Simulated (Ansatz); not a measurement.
# Te (C2/m) in Ansatz: single point with PBEsol

Aim: the single point of Te with PBEsol.

All numbers are computed with Ansatz 0.2.0; they aren't measurements. Logs are shortened: lines on timing, memory, paths and dates and some standing lists are left out, and cuts for length are marked.

## (1) The structure

Symmetry: C2/m, No. 12, monoclinic system. The conventional cell has a = 7.641 Å, b = 4.296 Å, c = 5.977 Å, α = 90.00°, β = 90.90°, γ = 90.00°. Te (site symmetry 2/m) has 6 Te at 3.09 to 3.31 Å as nearest neighbours. Te (site symmetry m) is surrounded by 6 Te at 3.03 to 3.47 Å.

This isn't the form of Te at room conditions, which is trigonal, of chains.

## (2) Single point, PBEsol

input.yaml

```yaml
crystal:
  lattice:
    - [3.8202894285, -2.1482026, 0.0]
    - [3.8202894285, 2.1482026, 0.0]
    - [-0.0942908673, 0.0, 5.9760906531]
  atoms:
    - { symbol: Te, position: [0.0, 0.0, 0.0] }
    - { symbol: Te, position: [0.30944661, 0.30944661, 0.33880949] }
    - { symbol: Te, position: [0.69055339, 0.69055339, 0.66119051] }
kpoints:
  mp_grid: { grid: [4, 4, 3] }
scf:
  occupations: { method: fermi_dirac, width: 0.03 }
hamiltonian:
  xc: pbesol
  pseudopotentials: { kind: all_electron, lapw: { basis_error: 0.002 } }
output:
  forces: true
  stress: true
  eigenvalues: true
```

Potentials or basis: all-electron LAPW, scalar-relativistic.

Command:

```console
> ansatz run input.yaml --threads 2 --pin off --max-ram 8192MiB --backend cpu --events-out ev --progress --plain --runs-dir out
```

Output:

```text
Warning: RAYON_NUM_THREADS=2 ignored (pool sized by the plan → 2); use --threads N
LAPW: plane waves up to 6.934 Å⁻¹, error target 2.0e-3 eV per atom; small_component_spin mean_spin; Te in spheres of 1.517 Å, 24 of its electrons in bands, Dirac shells [] (how accurate: hamiltonian.pseudopotentials.lapw.basis_error, Limitations)
Engine: ansatz 0.2.0, aarch64-unknown-linux-gnu
Pseudopotentials: kind: all_electron
Pseudopotential: Te, LAPW, valence charge 24, lapw/all_electron/scalar/gaussian/Te, Koelling and Harmon's equation, gaussian nucleus
Functional definition: PBEsol
  exchange = pbesol_x
  correlation = pbesol_c
Crystal: 3 atoms, lattice volume = 98.089 Å³
Basis set: ecut = 183.16909924243868 eV, 559 PW (Γ), exchange–correlation at level 2
Bands: 44, of which v1, the nominal top of the filled ones, is band 36 counted from 1 (35 counted from 0)
Symmetry: 4 space group operations
Space group: C2/m (ITA 12), of the structure as read, at distance tolerance 4.6e-5 Å
k-points: 17 of 48
Non-local potential: Te, projectors of the file, none
Initial density: superposition of atomic densities (chi_scale 0.1, normalization cell)
Initial wavefunctions: plane waves of lowest kinetic energy (no species holds an atomic orbital)
Functional: x = pbesol(κ = 0.804, μ = 0.12345679012345678), c = pbesol(β = 0.046)
iter 1 solved again at ethr=1.43e-4 eV; its pass at ethr=1.00e-1 eV (dr2=1.03e-1 eV) is discarded
SCF iter   1: F=—  HF=-554417.713030 eV  |F-HF|=—  |Δ(HF+E_count)|=         —  Δρ=9.92e-3  dr2=1.04e-1  ethr=1.43e-4  ⟨swp⟩=3.0  Hψ=4898  notcnv=0
preconditioner: auto → Resta (q_TF=auto, 2.591 Å⁻¹)  ε∞=3.4  [insulator: Δε(μ)=0.185 eV  Ē_g=10.314 eV  σ=0.030 eV  W_gap=0.88  n_scr=22 (ndim 8)  ℏωp=15.9 eV  f_vac=0.057  D(μ)=0.30/eV (n_scr^D=0)  ε∞_Penn≈3.4]
SCF iter   2: F=—  HF=-554417.685305 eV  |F-HF|=—  |Δ(HF+E_count)|=   2.77e-2  Δρ=5.50e-3  dr2=2.29e-2  ethr=1.43e-4  ⟨swp⟩=2.2  Hψ=2317  notcnv=0
preconditioner: auto → LDOS  [insulator: Δε(μ)=0.089 eV  Ē_g=10.327 eV  σ=0.030 eV  W_gap=0.56  n_scr=22 (ndim 8)  ℏωp=15.9 eV  f_vac=0.059  D(μ)=0.80/eV (n_scr^D=2)  ε∞_Penn≈3.4  β→1.0]
SCF iter   3: F=—  HF=-554417.684770 eV  |F-HF|=—  |Δ(HF+E_count)|=   5.35e-4  Δρ=1.16e-3  dr2=4.09e-3  ethr=3.18e-5  ⟨swp⟩=2.0  Hψ=2272  notcnv=0
SCF iter   4: F=—  HF=-554417.683922 eV  |F-HF|=—  |Δ(HF+E_count)|=         —  Δρ=4.55e-4  dr2=6.70e-4  ethr=5.69e-6  ⟨swp⟩=2.2  Hψ=2195  notcnv=0
the basis was enlarged: its passes take 196.2 KiB over the memory plan, 2 of 2 planned eigensolver slots
iter 5 solved again at ethr=2.50e-8 eV; its pass at ethr=9.31e-7 eV (dr2=1.80e-5 eV) is discarded
SCF iter   5: F=—  HF=-554417.683687 eV  |F-HF|=—  |Δ(HF+E_count)|=   2.36e-4  Δρ=1.10e-4  dr2=1.80e-5  ethr=2.50e-8  ⟨swp⟩=2.0  Hψ=3701  notcnv=0
SCF iter   6: F=—  HF=-554417.683672 eV  |F-HF|=—  |Δ(HF+E_count)|=   1.47e-5  Δρ=2.53e-5  dr2=5.19e-7  ethr=2.50e-8  ⟨swp⟩=2.0  Hψ=2182  notcnv=0
SCF iter   7: F=-554417.683672 eV  HF=-554417.683672 eV  |F-HF|=1.12e-8  |Δ(HF+E_count)|=   2.93e-7  Δρ=6.63e-6  dr2=2.71e-8  ethr=7.21e-10  ⟨swp⟩=2.8  Hψ=2201  notcnv=0
SCF 1 converged in 7 iterations: F = -554417.683672 eV  dr2 = 2.71e-8
SCF converged after 7 iterations
Free energy (F): -554417.683672 eV
Harris-Foulkes:  -554417.683672 eV  (|F-HF|=1.12e-8)
Internal energy: -554417.680920 eV  (E = F + TS)
E sigma→0 (E₀):  -554417.682296 eV
Entropy (-TS):   -0.002752 eV (-0.917 meV/atom)
Fermi energy:    11.362986 eV
--- Per-component energies (eV) ---
  E_band       = -3341.360518
  E_kinetic    = 585468.303104
  E_xc         = -14133.633456
  E_electrostatic = -1125752.350569  (all electrons and nuclei)
  E_smearing   = -0.002752  (= −TS)
  E_closure    = 0.000000  (closes the sum)
  E_atoms      = -554407.298994  (free atoms, spherical and without spin; not in F)
  Σ components = -554417.683672   (vs F -554417.683672, Δ=0.00e0)
  Basis errors (estimates in eV, not in F): energy 7.4e-4 per atom: plane waves 6.9e-4 (3.9e-4 summed), levels above the bands 1.0e-95, relativity 2.7e-8, radial functions 5.0e-5, core shells 9.2e-10; eigenvalues (radial functions only) 1.6e-6; not estimated: angular momenta, meshes, grids; target (lapw.basis_error) 2.0e-3; muffin-tin radii Te 1.517 Å
--- Forces (eV/Å), atoms counted from 1 ---
  atom   1  Te     0.00000000     0.00000000     0.00000000
  atom   2  Te     0.02677400     0.00000000     0.07389160
  atom   3  Te    -0.02677400     0.00000000    -0.07389160
  max |Σ_I F_I| component: 0.00e0 eV/Å
--- Stress (GPa, compression-positive) ---
       -1.474436       0.000000       0.082701
        0.000000      -1.569482      -0.000000
        0.082701      -0.000000      -1.938998
  P = ⅓ Tr σ = -1.6610 GPa (-16.610 kbar)
--- Band table (eV; the first three rows and the last of 17) ---
  k-point 0: bands = ["-148.4947", "-148.4946", "-148.2513", "-98.6245", "-98.6236", "-98.6197", "-98.6188", "-98.5465", "-98.5465", "-98.4437", "-98.3311", "-98.2844", "-26.1086", "-26.0846", "-26.0554", "-26.0299", "-26.0191", "-26.0153", "-26.0093", "-25.9975", "-25.9967", "-25.9660", "-25.8511", "-25.8413", "-25.8011", "-25.7054", "-25.7042", "-2.3775", "0.8155", "0.9544", "8.5879", "8.6251", "9.0692", "9.2785", "9.6810", "9.8965", "12.2850", "12.3174", "12.8582", "16.0237", "16.4255", "17.4398", "17.4865", "17.5781"]
  k-point 1: bands = ["-148.4947", "-148.4946", "-148.2513", "-98.6245", "-98.6236", "-98.6197", "-98.6188", "-98.5465", "-98.5465", "-98.4437", "-98.3311", "-98.2844", "-26.1078", "-26.0848", "-26.0551", "-26.0309", "-26.0182", "-26.0118", "-26.0100", "-25.9970", "-25.9959", "-25.9731", "-25.8491", "-25.8413", "-25.8012", "-25.7052", "-25.7042", "-2.0027", "-0.8102", "2.6071", "7.8150", "8.6259", "8.7107", "9.9832", "10.2776", "10.4014", "11.5498", "11.5748", "11.9154", "15.1868", "16.4309", "16.5840", "18.3058", "18.7813"]
  k-point 2: bands = ["-148.4947", "-148.4946", "-148.2513", "-98.6244", "-98.6238", "-98.6196", "-98.6189", "-98.5466", "-98.5465", "-98.4437", "-98.3311", "-98.2844", "-26.0985", "-26.0798", "-26.0591", "-26.0461", "-26.0158", "-26.0123", "-26.0089", "-25.9975", "-25.9919", "-25.9703", "-25.8514", "-25.8413", "-25.8013", "-25.7057", "-25.7036", "-1.8652", "0.6970", "1.0102", "6.5719", "7.3294", "7.8485", "9.7651", "10.4876", "10.6323", "11.7825", "12.1297", "12.9001", "14.6412", "16.6295", "17.6934", "18.7494", "19.1891"]
  k-point 16: bands = ["-148.4947", "-148.4946", "-148.2513", "-98.6245", "-98.6236", "-98.6197", "-98.6188", "-98.5466", "-98.5464", "-98.4437", "-98.3311", "-98.2844", "-26.1081", "-26.0848", "-26.0553", "-26.0297", "-26.0147", "-26.0064", "-26.0048", "-25.9987", "-25.9947", "-25.9763", "-25.8571", "-25.8413", "-25.8011", "-25.7050", "-25.7043", "-0.9269", "0.0879", "0.8030", "5.5652", "7.2896", "7.7456", "9.1104", "9.2366", "9.8219", "13.0172", "13.2373", "13.3389", "14.7106", "17.0565", "19.7106", "19.9977", "20.2032"]
```

Run time: 4.8 s. Hardware: 2 threads of Arm Neoverse V1, shared host; peak memory 0.3 GiB.

Results:

* Free energy: -554417.6837 eV
* Pressure: -1.7 GPa
* Largest force: 0.079 eV/Å
* Band gap on the k mesh: 0.08 eV, indirect (least direct gap 0.19 eV)

Forces in eV/Å, atoms in the order of the input:
```
Te   0.000  0.000  0.000
Te   0.027  0.000  0.074
Te  -0.027  0.000 -0.074
```

Levels at points of the mesh, in eV from the valence-band top:
```
             k point  band 32  band 33  band 34  band 35  band 36  band 37  band 38  band 39  band 40  band 41
  (0.00, 0.00, 0.00)    -2.67    -2.23    -2.02    -1.61    -1.40     0.99     1.02     1.56     4.73     5.13
 (0.00, -0.50, 0.00)    -4.47    -4.10    -3.81    -0.61    -0.59     0.25     0.37     2.37     3.61     7.95
(-0.50, -0.50, 0.00)    -4.19    -4.07    -3.95    -0.32    -0.11     0.08     0.25     2.40     3.70     7.76
```

Caveat: spin-orbit coupling is left out, which moves the levels of the heavy elements; an odd mesh through Γ misses points on the zone boundary, where band edges often lie.
